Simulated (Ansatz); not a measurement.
# Rb (hP4 type): how the settings move a single-point run

Question: which choices in the input matter for Rb (hP4 type)?

Computed with Ansatz 0.2.0 (reference: DFT, PBE, all-electron LAPW, scalar-relativistic, unless a step's input says otherwise).

## Step 1: The starting structure

Symmetry: P6_3/mmc, No. 194, hexagonal system. Conventional cell: a = 4.422 Å, b = 4.422 Å, c = 14.051 Å, α = 90.00°, β = 90.00°, γ = 120.00°. Rb (site symmetry -3m) is surrounded by 12 Rb at 4.34 to 4.42 Å. Around Rb (site symmetry -6m2) lie 12 Rb at 4.34 to 4.42 Å.

As a file:

```
CELL_PARAMETERS angstrom
4.42191 0.00000 0.00000
-2.21096 3.82949 0.00000
0.00000 0.00000 14.05068
ATOMIC_POSITIONS crystal
Rb 0.00000 0.00000 0.00000
Rb 0.00000 0.00000 0.50000
Rb 0.33333 0.66667 0.25000
Rb 0.66667 0.33333 0.75000
```

## Step 2: The reference run

input.yaml

```yaml
crystal:
  lattice:
    - [4.4219115804, 0.0, 0.0]
    - [-2.2109557902, 3.8294877619, 0.0]
    - [0.0, 0.0, 14.0506796827]
  atoms:
    - { symbol: Rb, position: [0.0, 0.0, 0.0] }
    - { symbol: Rb, position: [0.0, 0.0, 0.5] }
    - { symbol: Rb, position: [0.3333333333, 0.6666666667, 0.25] }
    - { symbol: Rb, position: [0.6666666667, 0.3333333333, 0.75] }
kpoints:
  mp_grid: { grid: [6, 6, 4] }
scf:
  occupations: { method: fermi_dirac, width: 0.05 }
hamiltonian:
  xc: pbe
  pseudopotentials: { kind: all_electron, lapw: { basis_error: 0.001 } }
output:
  forces: true
  stress: true
  eigenvalues: true
  populations: true
```

On the command line:

```
> ansatz run input.yaml --threads 1 --pin off --max-ram 3072MiB --backend cpu --events-out ev --progress --plain --runs-dir out
```

## Step 3: Variant: occupations.method gaussian, occupations.width 0.005

Edit input.yaml of step 2 so:

```diff
@@ -13,3 +13,3 @@
 scf:
-  occupations: { method: fermi_dirac, width: 0.05 }
+  occupations: { method: gaussian, width: 0.005 }
 hamiltonian:
```

Q: Predict the outcome of this session. Wanted: for each run, ending; energy change; pressure; gap; force.

**Answer**, as computed:

| run | ending | energy change | pressure (GPa) | gap (eV) | force (eV/Å) | cycles | time |
| --- | --- | --- | --- | --- | --- | --- | --- |
| reference | converged | 0 | 2.7 | 0.00 | 0.00 | 8 | 8.4 s |
| 1: occupations.method gaussian, occupations.width 0.005 | converged | 0.0 meV/atom (σ→0) | 2.7 | 0.00 | 0.00 | 7 | 7.6 s |

Residual by cycle in the longest SCF loop of each run; runs are numbered as in the table. The quantity is the density residual dr2, in eV.

```csv
cycle,reference,run 1
1,0.0115,0.0123
2,0.00647,0.00596
3,0.00274,0.00182
4,9.0e-4,3.8e-4
5,1.4e-4,4.3e-5
6,5.8e-6,7.2e-7
7,4.7e-7,3.9e-8
8,8.1e-8,-
```

Changing the smearing leaves the energy as it was (0.0 meV/atom). Cost: 7 SCF cycles against 8.
